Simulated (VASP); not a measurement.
The system is TaN.

```
Ta N
1.0
     0.00000    2.49114    2.49114
     2.49114    0.00000    2.49114
     2.49114    2.49114    0.00000
Ta N
1 1
Direct
  0.00000 0.00000 0.00000
  0.25000 0.25000 0.25000
```

The cell comes from a database or a generator and needn't be the stable form of this composition.

Base run:

| Item | Value |
| --- | --- |
| Program | VASP 6.6.1 |
| Functional | r2SCAN |
| Potentials or basis | VASP PAW PBE potentials, release 64 (Ta_pv, N) |
| Cutoff | 520 eV |
| k mesh | 7 × 7 × 7 |
| Occupations | gaussian, width 0.05 eV |
| Spin | no spin polarisation |
| Hubbard terms | Ta d U = 3 eV |

Its results: band gap on the k mesh none (metal or under the smearing width); pressure -24.3 GPa.

Q: The run is repeated on the same cell with these changes: spin from no spin polarisation to collinear spin, random start; hubbard terms from Ta d U = 3 eV to Ta d U = 5 eV. What comes out?

A: Band gap on the k mesh none (metal or under the smearing width); pressure -21.1 GPa; net moment 0.00 μB per cell.

Several settings changed at once, so the effect can't be laid on one alone.

Caveats: the PAW data sets were made with another functional, which shifts forces and pressure a little; U without spin polarisation on a metal has little footing (some runs).

Not every run made on this cell is shown here.
